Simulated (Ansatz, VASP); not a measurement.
# One calculation of CO2, two programs

Contents of INCAR:

```
SYSTEM = CO2
ALGO     = Normal         ! electronic algorithm
EDIFF    = 1E-6           ! SCF threshold, eV
ENCUT    = 520            ! plane-wave cutoff, eV
GGA      = PS             ! functional
ISIF     = 2              ! what is computed and relaxed
ISMEAR   = 0              ! smearing method
LASPH    = .True.         ! aspherical terms in the spheres
LCHARG   = .False.        ! write CHGCAR
LREAL    = .False.        ! projectors in reciprocal space
LWAVE    = .False.        ! write WAVECAR
NBANDS   = 44             ! bands
NELM     = 100            ! most SCF steps
PREC     = Accurate       ! precision mode
SIGMA    = 0.05           ! smearing width, eV
```

KPOINTS

```
k-points
0
Gamma
  4 4 4
  0 0 0
```

POSCAR

```
CO2
1.0
    5.7999351339      0.0000000000      0.0000000000
    0.0000000000      5.7999351339      0.0000000000
    0.0000000000      0.0000000000      6.2349302689
C O
4 8
Direct
    0.0000000000      0.0000000000      0.0000000000
    0.5000000000      0.0000000000      0.5000000000
    0.5000000000      0.5000000000      0.0000000000
    0.0000000000      0.5000000000      0.5000000000
    0.1161576883      0.1161576883      0.1161576883
    0.3838423117      0.8838423117      0.6161576883
    0.6161576883      0.3838423117      0.8838423117
    0.8838423117      0.6161576883      0.3838423117
    0.8838423117      0.8838423117      0.8838423117
    0.6161576883      0.1161576883      0.3838423117
    0.3838423117      0.6161576883      0.1161576883
    0.1161576883      0.3838423117      0.6161576883
```

Input for Ansatz:

```yaml
crystal:
  lattice:
    - [5.7999351339, 0.0, 0.0]
    - [0.0, 5.7999351339, 0.0]
    - [0.0, 0.0, 6.2349302689]
  atoms:
    - { symbol: C, position: [0.0, 0.0, 0.0] }
    - { symbol: C, position: [0.5, 0.0, 0.5] }
    - { symbol: C, position: [0.5, 0.5, 0.0] }
    - { symbol: C, position: [0.0, 0.5, 0.5] }
    - { symbol: O, position: [0.1161576883, 0.1161576883, 0.1161576883] }
    - { symbol: O, position: [0.3838423117, 0.8838423117, 0.6161576883] }
    - { symbol: O, position: [0.6161576883, 0.3838423117, 0.8838423117] }
    - { symbol: O, position: [0.8838423117, 0.6161576883, 0.3838423117] }
    - { symbol: O, position: [0.8838423117, 0.8838423117, 0.8838423117] }
    - { symbol: O, position: [0.6161576883, 0.1161576883, 0.3838423117] }
    - { symbol: O, position: [0.3838423117, 0.6161576883, 0.1161576883] }
    - { symbol: O, position: [0.1161576883, 0.3838423117, 0.6161576883] }
basis:
  ecutwfc: 520.0
kpoints:
  mp_grid: { grid: [4, 4, 4] }
hamiltonian:
  xc: pbesol
scf:
  occupations: { method: gaussian, width: 0.05 }
output:
  forces: true
  stress: true
  eigenvalues: true
  write_density: true
  write_potential: true
  elf: true
  volumetric_format: npy
```

Change from the starting cell: normal strain along x +0.0000, normal strain along z +0.0750.

Alike in both runs: task single point; functional PBEsol; k mesh 4 × 4 × 4; occupations gaussian, width 0.05 eV; no spin polarisation.

|  | VASP | Ansatz |
| --- | --- | --- |
| version | VASP 6.6.1 | Ansatz 0.2.0 |
| potentials or method | VASP PAW PBE potentials, release 64 (C, O) | scalar-relativistic, plane waves, PAW |
| plane-wave cutoff (eV) | 520 | 520 |
| valence electrons in the cell | 64 | 64 |

Ansatz gave:

```
gap on the k mesh at the Fermi level (eV)       : 6.39
least direct gap on the mesh (eV)               : 6.39
pressure (GPa)                                  : -6.9
largest component of the traceless stress (GPa) : 0.85
rms of the force components (eV/Å)              : 1.317
```

Which values does VASP return?

gap on the k mesh at the Fermi level (eV): 6.37; least direct gap on the mesh (eV): 6.37; pressure (GPa): -5.7; largest component of the traceless stress (GPa): 0.72; rms of the force components (eV/Å): 1.044.

Atom by atom the forces differ by 0.274 eV/Å (rms over components). The functional is the same, so the differences come from potentials, cutoffs and numerics.

Caveats: the standard files for N, O and F lose accuracy on very short bonds; the PAW data sets were made with another functional, which shifts forces and pressure a little (VASP). A k mesh can miss the band edges.
